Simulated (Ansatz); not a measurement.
From a trial cell to the properties of ZrO2

**The experiment.** The Crystallography Open Database holds a cell as deposited of tetragonal ZrO2 (space group P4_2/nmc), temperature not stated (1995): a, c = 3.592, 5.179 Å, 11.13 Å³/atom.

Computed with Ansatz (plane waves, PAW, 500 eV cutoff): r²SCAN, scalar-relativistic, no spin polarisation, 6×6×4 k-mesh, Gaussian smearing of 0.05 eV; PAW files: Ansatz's generated set soft_2.

The chain of runs began from a cell as deposited in COD, expanded in volume.

The start, 1 % over the database's volume:

```
Zr O
1.0
     3.60805    0.00000    0.00000
     0.00000    3.60805    0.00000
     0.00000    0.00000    5.19420
Zr O
2 4
Direct
  0.00000 0.00000 0.00000
  0.50000 0.50000 0.50000
  0.00000 0.50000 0.20300
  0.00000 0.50000 0.70300
  0.50000 0.00000 0.29700
  0.50000 0.00000 0.79700
```

The first steps of the search for zero pressure:

```tsv
run	level	k-mesh	kind	V (Å³/atom)	P (GPa)	gap on the mesh (eV)
1	PBE, 420 eV	6×6×4	cell and atoms relaxed	11.54	0.0	4.06
2	r²SCAN	6×6×4	shape and atoms relaxed, volume fixed	11.54	-3.8	4.60
```

Question: At which volume does r²SCAN reach zero pressure?

Answer: 11.30 Å³/atom, about 0.3 % over the start.

The steps that followed:

```tsv
run	level	k-mesh	kind	V (Å³/atom)	P (GPa)	E − E(final) (meV/atom)	gap on the mesh (eV)
3	r²SCAN	6×6×4	shape and atoms relaxed, volume fixed	11.25	0.8	0.1	4.62
4	r²SCAN	6×6×4	shape and atoms relaxed, volume fixed	11.30	0.0	0.0	4.62
```

The cell is relaxed to zero pressure at this level.

The final structure (symmetry read at 0.01 Å). It takes space group P4_2/nmc (No. 137, tetragonal). Conventional cell: a = 3.601 Å, b = 3.601 Å, c = 5.227 Å, α = 90.00°, β = 90.00°, γ = 90.00°. Around Zr (site symmetry -4m2) lie 4 O at 2.07 Å. Around O (site symmetry 2mm) lie 2 Zr at 2.07 Å. (Neighbours are counted to 15 % beyond the shortest distance.)

- At the final geometry the gap, band path included, is 4.60 eV.
- The equation of state gives B0 = 181 GPa and B0′ = 6.1.
- The elastic tensor is positive definite (smallest eigenvalue 28 GPa).
- Against the elements' standard states, run alike and uncorrected, the formation energy is -3.72 eV/atom.
- The runs in the table took roughly 2.7 core-minutes.

**Reading the result.**

Bader charges against formal ones: Zr +2.70 (+4), O −1.35 (−2). The cations give up 67 % of the formal charge; Bader charges stay under formal ones because the anions' density reaches into the cations' basins.

**Comparison.** The computed cell (3.601, 5.227 Å, 11.30 Å³/atom) differs from the database's by +1.5 % in volume, about +0.5 % in length. The static lattice lacks zero-point motion and thermal expansion, roughly 0.6 to 1.5 % in volume at 300 K (room temperature assumed) by Grüneisen's rule, γ·3k_BT/(B0·V0) with γ of 1 to 2.5, so this level's own overestimate is larger than the figure, nearer 2.1 to 3.0 %.

Semilocal functionals underestimate band gaps, commonly by a third or more.
